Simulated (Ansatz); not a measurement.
## How the vibrations of AlCu3 change with volume

Level of theory: DFT PBEsol, scalar-relativistic, plane waves, PAW (Ansatz). Cutoff 420 eV, 12×12×12 k-points (Γ-centred), Fermi-Dirac smearing of 0.15 eV. No spin polarisation. Phonons by linear response, acoustic sum rule imposed.

Equilibrium structure at this level:
Space group Fm-3m (No. 225). a = 5.768 Å, b = 5.768 Å, c = 5.768 Å, α = 90.00°, β = 90.00°, γ = 90.00°
| atom | site | symmetry | x | y | z |
| --- | --- | --- | --- | --- | --- |
| Al | 4a | m-3m | 0.0000 | 0.0000 | 0.0000 |
| Cu | 4b | m-3m | 0.5000 | 0.0000 | 0.0000 |
| Cu | 8c | -43m | 0.2500 | 0.7500 | 0.7500 |

In a metal, frequencies depend on the k mesh and the smearing, soft modes most.

Cells at 0.98 and 1.02 times the equilibrium volume were relaxed in shape and atoms; γ = −d ln ν / d ln V, modes matched by rank.

Task: Give the optical frequencies at Γ (cm⁻¹) at the three volumes and the mode Grüneisen parameters.

Result:
```json
{"0.98 V": "171", "V": "162", "1.02 V": "154", "γ": "2.52", "degeneracy": "3"}
{"0.98 V": "204", "V": "194", "1.02 V": "185", "γ": "2.40", "degeneracy": "3"}
{"0.98 V": "310", "V": "298", "1.02 V": "287", "γ": "1.86", "degeneracy": "3"}
```

Task: What pressures hold the two strained cells, and what bulk modulus follows?

Result: 3.20 GPa at 0.98 V and -2.86 GPa at 1.02 V, so B = −dP/d ln V ≈ 152 GPa.